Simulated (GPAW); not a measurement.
# CuO (Pm-3m) in GPAW: convergence with k mesh

Aim: find how far k mesh must go before the results for CuO settle, at r2SCAN. This setting moves, with any that are tied to it; all else stays.

Program: GPAW 26.7.0. These are calculated values, not measurements. Logs are shortened: lines on timing, memory, paths and dates and some standing lists are left out, and cuts for length are marked. The log counts tension as positive stress, the text compression.

### 1 The crystal as given

Symmetry: Pm-3m, No. 221, cubic system. The conventional cell has a = 2.553 Å, b = 2.553 Å, c = 2.553 Å, α = 90.00°, β = 90.00°, γ = 90.00°. Cu (site symmetry m-3m) has 8 O at 2.21 Å as nearest neighbours. Around O (site symmetry m-3m) lie 8 Cu at 2.21 Å.

Measurements of this composition are mostly on another form, of space group No. 15.

### 2 With k mesh 2 × 2 × 2

Input file run.py:

```python
from ase import Atoms
from ase.dft.bandgap import bandgap
from ase.io import write
from ase.units import GPa
from gpaw import GPAW, PW

atoms = Atoms(['Cu', 'O'],
              cell=[[2.55255061, 0.0, 0.0],
                    [0.0, 2.55255061, 0.0],
                    [0.0, 0.0, 2.55255061]],
              scaled_positions=[[0.0, 0.0, 0.0],
                                [0.5, 0.5, 0.5]],
              pbc=True)

calc = GPAW(mode=PW(800),
            xc='MGGA_X_R2SCAN+MGGA_C_R2SCAN',
            kpts={'size': (2, 2, 2), 'gamma': True},
            occupations={'name': 'fermi-dirac', 'width': 0.05},
            nbands=19,
            convergence={'density': 1e-05, 'energy': 1e-05},
            maxiter=100,
            txt='gpaw.txt')
atoms.calc = calc
energy = atoms.get_potential_energy()
forces = atoms.get_forces()
stress = atoms.get_stress()
calc.write('gs.gpw')
write('result.traj', atoms)
print(f'Energy: {energy:.6f} eV')
print('Forces (eV/A):')
print(forces.round(4))
print('Stress (GPa):', (stress / GPa).round(3))
print('Fermi level:', round(calc.get_fermi_level(), 4), 'eV')
print(f'Gap: {bandgap(calc)[0]:.4f} eV, direct: {bandgap(calc, direct=True)[0]:.4f} eV')
```

Potentials or basis: GPAW PAW data sets (gpaw-data 1.2.1), pw.

Run with:

```console
OMP_NUM_THREADS=1 python run.py
```

Run time: 6.9 s. Hardware: 1 thread of Arm Neoverse V2, shared host; peak memory 0.22 GiB.

Results:

```
Free energy            : -14.8877 eV
Pressure               : 24.7 GPa
Band gap on the k mesh : none (metal or under the smearing width)
```

### 3 With k mesh 3 × 3 × 3

Edit run.py of step 2 so:

```diff
@@ -16,3 +16,3 @@
             xc='MGGA_X_R2SCAN+MGGA_C_R2SCAN',
-            kpts={'size': (2, 2, 2), 'gamma': True},
+            kpts={'size': (3, 3, 3), 'gamma': True},
             occupations={'name': 'fermi-dirac', 'width': 0.05},
```

Potentials or basis: GPAW PAW data sets (gpaw-data 1.2.1), pw.

Run with:

```console
OMP_NUM_THREADS=1 python run.py
```

Run time: 5.9 s. Hardware: 1 thread of Arm Neoverse V2, shared host; peak memory 0.22 GiB.

What came out:

* Free energy: -15.7699 eV
* Pressure: 16.7 GPa
* Band gap on the k mesh: none (metal or under the smearing width)

### 4 With k mesh 4 × 4 × 4

Edit run.py of step 3 so:

```diff
@@ -16,3 +16,3 @@
             xc='MGGA_X_R2SCAN+MGGA_C_R2SCAN',
-            kpts={'size': (3, 3, 3), 'gamma': True},
+            kpts={'size': (4, 4, 4), 'gamma': True},
             occupations={'name': 'fermi-dirac', 'width': 0.05},
```

Run with:

```console
OMP_NUM_THREADS=1 python run.py
```

Wall time 10 s (1 thread of Arm Neoverse V2, shared host); peak memory 0.22 GiB.

What came out:

```
Free energy            : -16.0462 eV
Pressure               : 13.6 GPa
Band gap on the k mesh : none (metal or under the smearing width)
```

### 5 With k mesh 5 × 5 × 5

Edit run.py of step 4 so:

```diff
@@ -16,3 +16,3 @@
             xc='MGGA_X_R2SCAN+MGGA_C_R2SCAN',
-            kpts={'size': (4, 4, 4), 'gamma': True},
+            kpts={'size': (5, 5, 5), 'gamma': True},
             occupations={'name': 'fermi-dirac', 'width': 0.05},
```

Run with:

```console
OMP_NUM_THREADS=1 python run.py
```

It took 13 s on 1 thread of Arm Neoverse V2, shared host; peak memory 0.22 GiB.

Results (log left out):

- Free energy: -16.0147 eV
- Pressure: 14.5 GPa
- Band gap on the k mesh: none (metal or under the smearing width)

### 6 With k mesh 7 × 7 × 7

Edit run.py of step 5 so:

```diff
@@ -16,3 +16,3 @@
             xc='MGGA_X_R2SCAN+MGGA_C_R2SCAN',
-            kpts={'size': (5, 5, 5), 'gamma': True},
+            kpts={'size': (7, 7, 7), 'gamma': True},
             occupations={'name': 'fermi-dirac', 'width': 0.05},
```

Potentials or basis: GPAW PAW data sets (gpaw-data 1.2.1), pw.

Run with:

```console
OMP_NUM_THREADS=1 python run.py
```

It took 21 s on 1 thread of Arm Neoverse V2, shared host; peak memory 0.22 GiB.

It converged, with:

| Property | Result |
| --- | --- |
| Free energy | -16.0360 eV |
| Pressure | 13.9 GPa |
| Band gap on the k mesh | none (metal or under the smearing width) |

### 7 With k mesh 8 × 8 × 8

Edit run.py of step 6 so:

```diff
@@ -16,3 +16,3 @@
             xc='MGGA_X_R2SCAN+MGGA_C_R2SCAN',
-            kpts={'size': (7, 7, 7), 'gamma': True},
+            kpts={'size': (8, 8, 8), 'gamma': True},
             occupations={'name': 'fermi-dirac', 'width': 0.05},
```

Run with:

```console
OMP_NUM_THREADS=1 python run.py
```

It took 34 s on 1 thread of Arm Neoverse V2, shared host; peak memory 0.23 GiB.

Results (log left out):

| Item | Value |
| --- | --- |
| Free energy | -16.0268 eV |
| Pressure | 14.2 GPa |
| Band gap on the k mesh | none (metal or under the smearing width) |

### 8 With k mesh 9 × 9 × 9

Edit run.py of step 7 so:

```diff
@@ -16,3 +16,3 @@
             xc='MGGA_X_R2SCAN+MGGA_C_R2SCAN',
-            kpts={'size': (8, 8, 8), 'gamma': True},
+            kpts={'size': (9, 9, 9), 'gamma': True},
             occupations={'name': 'fermi-dirac', 'width': 0.05},
```

Run with:

```console
OMP_NUM_THREADS=1 python run.py
```

Wall time 35 s (1 thread of Arm Neoverse V2, shared host); peak memory 0.23 GiB.

It converged, with:

```yaml
Free_energy: -16.0222 eV
Pressure: 14.3 GPa
Band_gap_on_the_k_mesh: none (metal or under the smearing width)
```

### 9 With k mesh 11 × 11 × 11

Edit run.py of step 8 so:

```diff
@@ -16,3 +16,3 @@
             xc='MGGA_X_R2SCAN+MGGA_C_R2SCAN',
-            kpts={'size': (9, 9, 9), 'gamma': True},
+            kpts={'size': (11, 11, 11), 'gamma': True},
             occupations={'name': 'fermi-dirac', 'width': 0.05},
```

Potentials or basis: GPAW PAW data sets (gpaw-data 1.2.1), pw.

Run with:

```console
OMP_NUM_THREADS=1 python run.py
```

It took 54 s on 1 thread of Arm Neoverse V2, shared host; peak memory 0.24 GiB.

Results (log left out):

```yaml
Free_energy: -16.0239 eV
Pressure: 14.2 GPa
Band_gap_on_the_k_mesh: none (metal or under the smearing width)
```

### 10 With k mesh 14 × 14 × 14

Edit run.py of step 9 so:

```diff
@@ -16,3 +16,3 @@
             xc='MGGA_X_R2SCAN+MGGA_C_R2SCAN',
-            kpts={'size': (11, 11, 11), 'gamma': True},
+            kpts={'size': (14, 14, 14), 'gamma': True},
             occupations={'name': 'fermi-dirac', 'width': 0.05},
```

Potentials or basis: GPAW PAW data sets (gpaw-data 1.2.1), pw.

Run with:

```console
OMP_NUM_THREADS=1 python run.py
```

gpaw.txt:

```text
__  _  _
 | _ |_)|_||  |
 |__||  | ||/\| - 26.7.0

Input parameters:
  mode=PW(ecut=800.0),
  convergence={'density': 1e-05, 'energy': 1e-05},
  kpts=MonkhorstPack(size=(14, 14, 14), gamma=True),
  maxiter=100,
  nbands=19,
  occupations=Occupations(name='fermi-dirac', width=0.05),
  xc=XC(name='MGGA_X_R2SCAN+MGGA_C_R2SCAN')

Diagonalizing LCAO Hamiltonian
Converting LCAO to pw mode
   .-----.
  /|     |
 * |     |
 | .-O---.
 |/     /
 Cu----*

Atoms  # Å, Bohr magnetons
|   | symbol |        x |        y |        z |    initial magnetic moments |
|---|--------|----------|----------|----------|-----------------------------|
| 0 |     Cu | 0.000000 | 0.000000 | 0.000000 | ( 0.0000,  0.0000,  0.0000) |
| 1 |      O | 1.276275 | 1.276275 | 1.276275 | ( 0.0000,  0.0000,  0.0000) |

Unit cell  # Å
| periodic |        x |        y |        z |  lengths |    angles |
|----------|----------|----------|----------|----------|-----------|
|      yes | 2.552551 | 0.000000 | 0.000000 | 2.552551 | 90.000000 |
|      yes | 0.000000 | 2.552551 | 0.000000 | 2.552551 | 90.000000 |
|      yes | 0.000000 | 0.000000 | 2.552551 | 2.552551 | 90.000000 |

Number of symmetries: 48
Symmetry operations  # r_c * U_cc + t_c -> r_c
|    | kind |            matrix            |
|----|------|------------------------------|
|  0 |  E   |  1, 0, 0,  0, 1, 0,  0, 0, 1 |
|  1 |  σ   |  1, 0, 0,  0, 1, 0,  0, 0,-1 |
|  2 |  σ   |  1, 0, 0,  0, 0, 1,  0, 1, 0 |
|  3 |  C4  |  1, 0, 0,  0, 0, 1,  0,-1, 0 |
|  4 |  C4  |  1, 0, 0,  0, 0,-1,  0, 1, 0 |
|  5 |  σ   |  1, 0, 0,  0, 0,-1,  0,-1, 0 |
|  6 |  σ   |  1, 0, 0,  0,-1, 0,  0, 0, 1 |
|  7 |  C2  |  1, 0, 0,  0,-1, 0,  0, 0,-1 |
|  8 |  σ   |  0, 1, 0,  1, 0, 0,  0, 0, 1 |
|  9 |  C2  |  0, 1, 0,  1, 0, 0,  0, 0,-1 |
| 10 |  C3  |  0, 1, 0,  0, 0, 1,  1, 0, 0 |
| 11 |  S6  |  0, 1, 0,  0, 0, 1, -1, 0, 0 |
| 12 |  S6  |  0, 1, 0,  0, 0,-1,  1, 0, 0 |
| 13 |  C3  |  0, 1, 0,  0, 0,-1, -1, 0, 0 |
| 14 |  C4  |  0, 1, 0, -1, 0, 0,  0, 0, 1 |
| 15 |  S4  |  0, 1, 0, -1, 0, 0,  0, 0,-1 |
| 16 |  C3  |  0, 0, 1,  1, 0, 0,  0, 1, 0 |
| 17 |  S6  |  0, 0, 1,  1, 0, 0,  0,-1, 0 |
| 18 |  σ   |  0, 0, 1,  0, 1, 0,  1, 0, 0 |
| 19 |  C4  |  0, 0, 1,  0, 1, 0, -1, 0, 0 |
| 20 |  C2  |  0, 0, 1,  0,-1, 0,  1, 0, 0 |
| 21 |  S4  |  0, 0, 1,  0,-1, 0, -1, 0, 0 |
| 22 |  S6  |  0, 0, 1, -1, 0, 0,  0, 1, 0 |
| 23 |  C3  |  0, 0, 1, -1, 0, 0,  0,-1, 0 |
| 24 |  S6  |  0, 0,-1,  1, 0, 0,  0, 1, 0 |
| 25 |  C3  |  0, 0,-1,  1, 0, 0,  0,-1, 0 |
| 26 |  C4  |  0, 0,-1,  0, 1, 0,  1, 0, 0 |
| 27 |  σ   |  0, 0,-1,  0, 1, 0, -1, 0, 0 |
| 28 |  S4  |  0, 0,-1,  0,-1, 0,  1, 0, 0 |
| 29 |  C2  |  0, 0,-1,  0,-1, 0, -1, 0, 0 |
| 30 |  C3  |  0, 0,-1, -1, 0, 0,  0, 1, 0 |
| 31 |  S6  |  0, 0,-1, -1, 0, 0,  0,-1, 0 |
| 32 |  C4  |  0,-1, 0,  1, 0, 0,  0, 0, 1 |
| 33 |  S4  |  0,-1, 0,  1, 0, 0,  0, 0,-1 |
| 34 |  S6  |  0,-1, 0,  0, 0, 1,  1, 0, 0 |
| 35 |  C3  |  0,-1, 0,  0, 0, 1, -1, 0, 0 |
| 36 |  C3  |  0,-1, 0,  0, 0,-1,  1, 0, 0 |
| 37 |  S6  |  0,-1, 0,  0, 0,-1, -1, 0, 0 |
| 38 |  σ   |  0,-1, 0, -1, 0, 0,  0, 0, 1 |
| 39 |  C2  |  0,-1, 0, -1, 0, 0,  0, 0,-1 |
| 40 |  σ   | -1, 0, 0,  0, 1, 0,  0, 0, 1 |
| 41 |  C2  | -1, 0, 0,  0, 1, 0,  0, 0,-1 |
| 42 |  C2  | -1, 0, 0,  0, 0, 1,  0, 1, 0 |
| 43 |  S4  | -1, 0, 0,  0, 0, 1,  0,-1, 0 |
| 44 |  S4  | -1, 0, 0,  0, 0,-1,  0, 1, 0 |
| 45 |  C2  | -1, 0, 0,  0, 0,-1,  0,-1, 0 |
| 46 |  C2  | -1, 0, 0,  0,-1, 0,  0, 0, 1 |
| 47 |  i   | -1, 0, 0,  0,-1, 0,  0, 0,-1 |

BZ-sampling:
  Number of BZ points: 2744
  Number of IBZ points: 120

  Monkhorst-Pack size: [14, 14, 14]
  Monkhorst-Pack shift: [0.03571428571428571, 0.03571428571428571, 0.03571428571428571]

K-points  # in reciprocal-cell coordinates
|     |                                coordinates |     weight |
|-----|--------------------------------------------|------------|
|   0 | (  0.00000000,   0.00000000,   0.00000000) | 0.00036443 |
|   1 | (  0.07142857,   0.00000000,   0.00000000) | 0.00218659 |
|   2 | (  0.07142857,   0.07142857,   0.00000000) | 0.00437318 |
|   3 | (  0.07142857,   0.07142857,   0.07142857) | 0.00291545 |
|   4 | (  0.14285714,   0.00000000,   0.00000000) | 0.00218659 |
|   5 | (  0.14285714,   0.07142857,   0.00000000) | 0.00874636 |
|   6 | (  0.14285714,   0.07142857,   0.07142857) | 0.00874636 |
|   7 | (  0.14285714,   0.14285714,   0.00000000) | 0.00437318 |
|   8 | (  0.14285714,   0.14285714,   0.07142857) | 0.00874636 |
|   9 | (  0.14285714,   0.14285714,   0.14285714) | 0.00291545 |
| ... |                                            |            |
| 119 | (  0.50000000,   0.50000000,   0.50000000) | 0.00036443 |

Plane wave coefficients: 876
Cutoff: 800.0 eV

Spin-components: 1 (collinear spins)
Bands:           19
Projectors:      11
Spin-degeneracy: 2
Datatype:        complex128

Parallelization:
  kpt:    1
  domain: 1
  band:   1

Density:
  Valence electrons: 17.0
  Components: 1
  Grid points: [18 18 18]
  Charge: 0.0  # |e|

Potential:
  Grid points: [18 18 18]

species:
  Cu:
    name:    Copper
    Z:       29.0
    valence: 11
    core:    18
    charge:  0.0  # [|e|]
    compensation charges:
      type: gauss
      rc: 0.33  # [Å]
      lmax: 2
    cutoffs:
      filter: 2.06  # [Å]
      core: 2.43  # [Å]
    projectors
    | kind |    occ | energy [eV] | rcut [Å] |
    |------|--------|-------------|----------|
    |   4s |  1.000 |      -4.609 |    1.164 |
    |   4p |  0.000 |      -0.698 |    1.164 |
    |   3d | 10.000 |      -5.039 |    1.058 |
    |    s |        |      22.603 |    1.164 |
    |    p |        |      26.513 |    1.164 |
    |    d |        |      22.172 |    1.058 |

    Using partial waves for Cu as LCAO basis

  O:
    name:    Oxygen
    Z:       8.0
    valence: 6
    core:    2
    charge:  0.0  # [|e|]
    compensation charges:
      type: gauss
      rc: 0.21  # [Å]
      lmax: 2
    cutoffs:
      filter: 1.17  # [Å]
      core: 0.83  # [Å]
    projectors
    | kind |    occ | energy [eV] | rcut [Å] |
    |------|--------|-------------|----------|
    |   2s |  2.000 |     -23.961 |    0.688 |
    |   2p |  4.000 |      -9.029 |    0.598 |
    |    s |        |       3.251 |    0.688 |
    |    p |        |      18.182 |    0.598 |
    |    d |        |       0.000 |    0.619 |

    Using partial waves for O as LCAO basis

Reference energy: -47062.304142  # eV

eigensolver:
  PPCG
  Converge bands: occupied
  niter=2

density mixing:
  MSR1-Mixer
  Pratt-step length: 0.05
  Maximum mixing coefficient: 0.75
  Old densities: 10
  SVD Regularization: 0.005
  Good broyden scale: 1.0
  Trust region scale: 1.0
  Backstep threshold: 4.0
  History deletion threshold: 6.0
  Fourier metric: weight=20.0, sigma=0.015

occupation numbers:
  Fermi-Dirac:
    width: 0.0500  # eV

poisson solver:
  ecut: 6400.0  # eV

xc functional:
  name: MGGA_X_R2SCAN+MGGA_C_R2SCAN with 2 nearest neighbor stencil

convergence criteria:
- Maximum integral of absolute [dens]ity change: 1e-05 electrons / valence electron
- Maximum [total energy] change in last 3 cyles: 1e-05 eV / valence electron
- Maximum integral of absolute [eigenst]ate change: 4e-08 eV^2 / valence electron
maximum number of iterations: 100

SCF iterations
|iter     | |      energy | eigst |  dens |
|---------|-|-------------|-------|-------|
|iter:   1| |  -21.284038 | -0.07 |       |
|iter:   2| |  -17.317965 | -1.53 | -0.90 |
|iter:   3| |  -15.990578 | -1.86 | -0.99 |
|iter:   4| |  -16.010331 | -2.76 | -1.51 |
|iter:   5| |  -16.027394 | -2.92 | -1.67 |
|iter:   6| |  -16.013540 | -3.34 | -1.87 |
|iter:   7| |  -16.013762 | -4.81 | -3.07 |
|iter:   8| |  -16.013838 | -5.74 | -3.30 |
|iter:   9| |  -16.013813c| -6.96 | -3.55 |
|iter:  10| |  -16.013813c| -8.54c| -4.51 |
|iter:  11| |  -16.013814c| -8.97c| -4.81 |
|iter:  12| |  -16.013814c| -8.76c| -5.20c|

Converged in 12 steps
Energy contributions relative to reference atoms: (reference = -47062.304142)

Energy contributions:
  Kinetic:          17.093087
  Coulomb:         -15.873238
  Zero:              0.213646
  External:          0.000000
  Xc:              -17.436645
  Entropy:          -0.021326
  Spinorbit:         0.000000
  ----------------------------
  Free energy:     -16.024477
  Extrapolated:    -16.013814

dipole moment: (-5.424849, -5.424849, -5.424849)  # |e|*Ang

Fermi level: 8.422
Eigenvalues  # (at kpt = [0.000, 0.000, 0.000])
| band index |      eig [eV] | occ [0-2] |
|------------|---------------|-----------|
|          0 |       -12.734 |     2.000 |
|          1 |         4.679 |     2.000 |
|          2 |         4.679 |     2.000 |
|          3 |         6.203 |     2.000 |
|          4 |         6.203 |     2.000 |
|          5 |         6.203 |     2.000 |
[... 9 lines left out ...]
|         15 |        44.509 |     0.000 |
|         16 |        44.551 |     0.000 |
|        ... |               |           |
|         18 |        44.551 |     0.000 |

No gap
No difference between direct/indirect transitions

Forces  # eV/Ang
|       x |       y |       z |
|---------|---------|---------|
| 0.00000 | 0.00000 | 0.00000 |  # Cu   0
| 0.00000 | 0.00000 | 0.00000 |  # O    1

Stress tensor  # eV/Ang^3
|         x |         y |         z |
|-----------|-----------|-----------|
| -0.088637 |  0.000000 |  0.000000 |
|  0.000000 | -0.088637 |  0.000000 |
|  0.000000 |  0.000000 | -0.088637 |

# Writing to gs.gpw (mode='')
```

stdout:

```text
Energy: -16.013814 eV
Forces (eV/A):
[[0. 0. 0.]
 [0. 0. 0.]]
Stress (GPa): [-14.201 -14.201 -14.201   0.      0.      0.   ]
Fermi level: 8.4221 eV
Gap: 0.0000 eV, direct: 0.0000 eV
```

Run time: 1.9 min. Hardware: 1 thread of Arm Neoverse V2, shared host; peak memory 0.27 GiB.

What came out:

* Free energy: -16.0245 eV
* Pressure: 14.2 GPa
* Band gap on the k mesh: none (metal or under the smearing width)

### 11 Result

| k mesh | energy less the tightest run, at zero smearing (meV/atom) | pressure (GPa) | SCF cycles | CPU time (s) | peak memory (GiB) |
| --- | --- | --- | --- | --- | --- |
| 2 × 2 × 2 | 579.51 | 24.70 | 14 | 6.9 | 0.22 |
| 3 × 3 × 3 | 131.09 | 16.75 | 11 | 5.9 | 0.22 |
| 4 × 4 × 4 | -10.18 | 13.57 | 11 | 10 | 0.22 |
| 5 × 5 × 5 | 8.90 | 14.52 | 13 | 13 | 0.22 |
| 7 × 7 × 7 | -7.82 | 13.91 | 12 | 21 | 0.22 |
| 8 × 8 × 8 | -1.52 | 14.16 | 12 | 34 | 0.23 |
| 9 × 9 × 9 | 2.14 | 14.34 | 12 | 35 | 0.23 |
| 11 × 11 × 11 | 0.63 | 14.23 | 12 | 54 | 0.24 |
| 14 × 14 × 14 | 0.00 | 14.20 | 12 | 110 | 0.27 |

Against the tightest run, the energy stays within 1 meV/atom from 11 × 11 × 11 on; the pressure stays within 0.1 GPa from 11 × 11 × 11 on. Meshes of other sizes hit other points, so gaps and Fermi surfaces needn't settle smoothly. The tightest run that finished is the yardstick and may itself not be fully converged.

Caveats: with this Cu data set, volumes or pressures lay over 1.5 % or 2 GPa off other programs in two to four cells of ten; the PAW data sets were made with another functional, which shifts forces and pressure a little; an odd number of electrons without spin polarisation forces a metal; a magnetic or distorted state may lie lower; the run has no spin polarisation, though such a crystal can be magnetic; semilocal functionals often make such compounds metallic where correlation or magnetic order opens a gap, which also shifts bond lengths.
